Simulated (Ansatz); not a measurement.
# InP: the cost of one run

Computed with Ansatz 0.2.0 (DFT PBEsol, scalar-relativistic, plane waves, PAW, unless a step's input says otherwise).

1 further run of the same task is left out (set aside as unsound or not needed).

### Step 1. The structure to begin with

Symmetry: Fm-3m, No. 225, cubic system. Conventional cell: a = 5.462 Å, b = 5.462 Å, c = 5.462 Å, α = 90.00°, β = 90.00°, γ = 90.00°. In (site symmetry m-3m) has 6 P at 2.73 Å as nearest neighbours. P (site symmetry m-3m) is surrounded by 6 In at 2.73 Å.

As a file:

```
CELL_PARAMETERS angstrom
0.00000 2.73107 2.73107
2.73107 0.00000 2.73107
2.73107 2.73107 0.00000
ATOMIC_POSITIONS crystal
In 0.00000 0.00000 0.00000
P 0.50000 0.50000 0.50000
```

This cell was relaxed beforehand with the same method: volume 20.37 Å³/atom, gap on the mesh none (metal).

### Step 2. Relaxing at 5 GPa

At a set pressure the run lowers the enthalpy E + PV, so the energy alone may rise along the way.

input.yaml reads:

```yaml
crystal:
  lattice:
    - [0.0, 2.7310715421, 2.7310715421]
    - [2.7310715421, 0.0, 2.7310715421]
    - [2.7310715421, 2.7310715421, 0.0]
  atoms:
    - { symbol: In, position: [0.0, 0.0, 0.0] }
    - { symbol: P, position: [0.5, 0.5, 0.5] }
basis:
  ecutwfc: 420
kpoints:
  mp_grid: { grid: [14, 14, 14] }
hamiltonian:
  xc: pbesol
scf:
  occupations: { method: fermi_dirac, width: 0.15 }
output:
  forces: true
  stress: true
  eigenvalues: true
relax:
  adjacent_minimum: "off"
  f_tol: 0.001
  max_steps: 60
  cell: { stress_tol: 0.02, p_target: 5.0 }
```

The run is started by

```sh
ansatz run input.yaml --threads 1 --pin off --max-ram 3072MiB --backend cpu --events-out ev --progress --plain --runs-dir out
```

**Question.** How long does this run take on 1 thread of Intel Xeon Platinum 8488C (Sapphire Rapids), shared host, and how much memory does it need?

About 16 s, with a peak of 0.43 GiB.
